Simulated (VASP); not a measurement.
A VASP 6.6.1 single-point calculation on CsH

INCAR

```
ISIF = 2
LCHARG = .FALSE.
LASPH = .TRUE.
ALGO = Normal
ISMEAR = 0
NSW = 0
ENCUT = 520
SIGMA = 0.01
NBANDS = 12
LREAL = .FALSE.
METAGGA = R2SCAN
PREC = Medium
IBRION = -1
LWAVE = .FALSE.
NELM = 120
EDIFF = 1E-7
```

KPOINTS

```
KPOINTS created by Atomic Simulation Environment
0
Gamma
6 6 6
0 0 0
```

POSCAR

```
Cs H
 1.0000000000000000
     3.8378749865000001    0.0247850844000000    0.0247850844000000
     0.0247850844000000    3.8378749865000001    0.0247850844000000
     0.0247850844000000    0.0247850844000000    3.8378749865000001
 Cs  H
   1   1
Cartesian
  0.0000000000000000  0.0000000000000000  0.0000000000000000
  1.9437225776499996  1.9437225776499996  1.9437225776499998
```

The recommended PBE PAW datasets give the neutral cell 10 valence electrons.

Command

```
mpirun -np 1 vasp_std
```

OSZICAR

```
N       E                     dE             d eps       ncg     rms          rms(c)
DAV:   1     0.169923997500E+02    0.16992E+02   -0.43152E+03   768   0.711E+02
DAV:   2    -0.284880254802E+02   -0.45480E+02   -0.42501E+02   960   0.119E+02
DAV:   3    -0.316723619534E+02   -0.31843E+01   -0.31786E+01   932   0.334E+01
DAV:   4    -0.316940372772E+02   -0.21675E-01   -0.21673E-01   892   0.317E+00
DAV:   5    -0.316941080501E+02   -0.70773E-04   -0.70772E-04   940   0.190E-01    0.329E+00
DAV:   6    -0.291132930593E+02    0.25808E+01   -0.51584E-01   868   0.454E+00    0.177E+00
DAV:   7    -0.289457438956E+02    0.16755E+00   -0.11320E+00   892   0.406E+00    0.928E-01
DAV:   8    -0.289552294577E+02   -0.94856E-02   -0.11247E-01   832   0.173E+00    0.308E-01
DAV:   9    -0.289586152564E+02   -0.33858E-02   -0.13093E-02   812   0.946E-01    0.273E-01
DAV:  10    -0.289556180599E+02    0.29972E-02   -0.35655E-03   888   0.255E-01    0.268E-02
DAV:  11    -0.289555679476E+02    0.50112E-04   -0.35726E-04   844   0.110E-01    0.124E-02
DAV:  12    -0.289555688803E+02   -0.93274E-06   -0.10824E-05   916   0.189E-02    0.245E-03
DAV:  13    -0.289555696668E+02   -0.78654E-06   -0.93407E-07   876   0.607E-03    0.103E-03
DAV:  14    -0.289555694693E+02    0.19754E-06   -0.93720E-08   656   0.147E-03    0.163E-04
DAV:  15    -0.289555694058E+02    0.63489E-07   -0.16789E-08   472   0.762E-04
   1 F= -.28955569E+02 E0= -.28955569E+02  d E =-.530789E-51
```

Standard output (part)

```
POSCAR found type information on POSCAR CsH
 POSCAR found :  2 types and       2 ions
 LDA part: xc-table for (None), standard interpolation
 POSCAR, INCAR and KPOINTS ok, starting setup
 WAVECAR not read
 entering main loop
```

From OUTCAR

```
k-points           NKPTS =     32   k-points in BZ     NKDIM =     32   number of bands    NBANDS=     12

   NELECT =      10.0000    total number of electrons

   dimension x,y,z NGX =    24 NGY =   24 NGZ =   24
   dimension x,y,z NGXF=    28 NGYF=   28 NGZF=   28

  energy-cutoff  :      520.00
  volume of cell :       56.52
      direct lattice vectors                 reciprocal lattice vectors
     3.837874987  0.024785084  0.024785084     0.260582454 -0.001672049 -0.001672049
     0.024785084  3.837874987  0.024785084    -0.001672049  0.260582454 -0.001672049
     0.024785084  0.024785084  3.837874987    -0.001672049 -0.001672049  0.260582454

 k-points in reciprocal lattice and weights: KPOINTS created by Atomic Simulation Env
   0.00000000  0.00000000  0.00000000       0.005
   0.16666667  0.00000000  0.00000000       0.028
   0.33333333 -0.00000000 -0.00000000       0.028
   0.50000000  0.00000000  0.00000000       0.014
   0.16666667  0.16666667  0.00000000       0.028
   0.33333333  0.16666667  0.00000000       0.056
   0.50000000  0.16666667  0.00000000       0.056
  -0.33333333  0.16666667  0.00000000       0.056
   ...

 E-fermi :   0.5268

 k-point     1 :       0.0000    0.0000    0.0000
  band No.  band energies     occupation
      1     -22.0739      2.00000
      2      -7.7945      2.00000
      3      -7.7945      2.00000
      4      -7.7880      2.00000
      5      -1.4672      2.00000
      6       4.2275      0.00000
      7       4.2275      0.00000
      8       8.2572      0.00000
      9      10.2885      0.00000
     10      10.2885      0.00000
     11      10.3316      0.00000
     12      11.3157      0.00000

 k-point     2 :       0.1667    0.0000    0.0000
  band No.  band energies     occupation
      1     -22.0361      2.00000
      2      -8.2175      2.00000
      3      -7.7581      2.00000
      4      -7.7542      2.00000
      5      -1.0873      2.00000
      6       4.3901      0.00000
      7       4.6795      0.00000
      8       7.6976      0.00000
      9       8.8122      0.00000
     10       8.8488      0.00000
     11      10.3910      0.00000
     12      12.0792      0.00000

 k-point     3 :       0.3333   -0.0000   -0.0000
  band No.  band energies     occupation
      1     -21.9587      2.00000
      2      -8.9414      2.00000
      3      -7.6837      2.00000
      4      -7.6805      2.00000
      5      -0.3164      2.00000
      6       4.2438      0.00000
      7       4.7715      0.00000
      8       7.4540      0.00000
      9       7.4957      0.00000
     10       9.0796      0.00000
     11      10.5958      0.00000
     12      11.5542      0.00000

 k-point     4 :       0.5000    0.0000    0.0000
  band No.  band energies     occupation
      1     -21.9190      2.00000
      2      -9.2600      2.00000
      3      -7.6457      2.00000
      4      -7.6428      2.00000
      5       0.1556      2.00000
      6       3.5920      0.00000
      7       5.0031      0.00000
      8       6.9659      0.00000
      9       7.0076      0.00000
     10      10.7090      0.00000
     11      10.7690      0.00000
     12      11.6909      0.00000

 ...

  Total       -0.0683677     -0.0683677     -0.0683677     -0.0228536     -0.0228536     -0.0228536
  in kB       -1.9379515     -1.9379515     -1.9379515     -0.6478096     -0.6478096     -0.6478096
  external PRESSURE =      -1.9379515 kB  Pullay stress =       0.0000000 kB

 POSITION                                       TOTAL-FORCE (eV/Angst)
 -----------------------------------------------------------------------------------
      0.00000      0.00000      0.00000         0.000000      0.000000      0.000000
      1.94372      1.94372      1.94372        -0.000000     -0.000000      0.000000
 -----------------------------------------------------------------------------------
    total drift:                                0.000000     -0.000000     -0.000000

  FREE ENERGIE OF THE ION-ELECTRON SYSTEM (eV)
  ---------------------------------------------------
  free  energy   TOTEN  =       -28.9555694058 eV

  energy  without entropy=      -28.9555694058  energy(sigma->0) =      -28.95556941
```

It converged. Results: gap between bands v and c on the k mesh 3.08 eV; least direct gap on the k mesh 3.08 eV; pressure -0.2 GPa. Band v is the last that the valence electrons fill when counted band by band, and c is the next.

For comparison, a separate r²SCAN run of the intended cell, on usual settings and not on those above, gives a gap of 3.08 eV on its mesh and a pressure of -0.2 GPa.

The run above took about 29 s on one core of a shared host (Intel Xeon Platinum 8488C) and held 0.13 GiB at most.
